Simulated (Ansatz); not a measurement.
PtSe2: reading a single point

```
Se Pt
1.0
     3.77944   -0.01371   -0.00681
    -1.90159    3.21553    0.00178
    -0.00920   -0.00253    5.09920
Se Pt
2 1
Direct
  0.34563 0.67526 0.24344
  0.63289 0.34213 0.75575
  0.98623 0.99205 0.00093
```

Level: r2SCAN, no spin polarisation; 500 eV; 6×6×4 (shifted by 0, 0.5, 0 steps) mesh; fermi-dirac occupations (width 0.1 eV); Ansatz 0.2.0, fixed geometry.

Question: Which atom feels the largest force, and which way?

Answer: The largest is on Se2: 1.23 eV/Å, components (0.89, -0.49, -0.70). It makes 127° with the line to a nearest neighbour, Pt3 at 2.43 Å.

Question: Metal or insulator?

Answer: It is a metal, with about 0.11 states/eV a cell as the mean within 0.25 eV of the Fermi level, mostly Se p (86 %).

Question: What is the formation energy?

Answer: -0.40 eV an atom against the elements' usual phases (free molecules for gases, crystals otherwise, with no correction for O₂ or N₂), so it is bound against them; other compounds may still compete. Relaxing would lower it.

Question: What does the stress say?

Answer: The pressure is 5.5 GPa (compression positive), so with the atoms held at these fractions the cell would first expand; the forces are large, so a full relaxation may end otherwise. The principal stresses -0.8, 7.1, 10.3 GPa differ, so its shape would change too.

Question: How is the charge shared?

Answer: Bader charges in e: Pt +0.14, Se -0.07. In the mean Pt gives up most and Se takes most.

Question: What do density and ELF say about some of the short contacts?

Answer: Se–Pt at 2.42 Å: least valence density 0.68 e/Å³ and ELF 0.50 there. These are pseudo-fields; inside the PAW spheres they differ from the all-electron ones.

Origin: a strained cell with displaced atoms, so it need not be a known compound. Caveats: the k mesh is coarse if the cell is a metal.
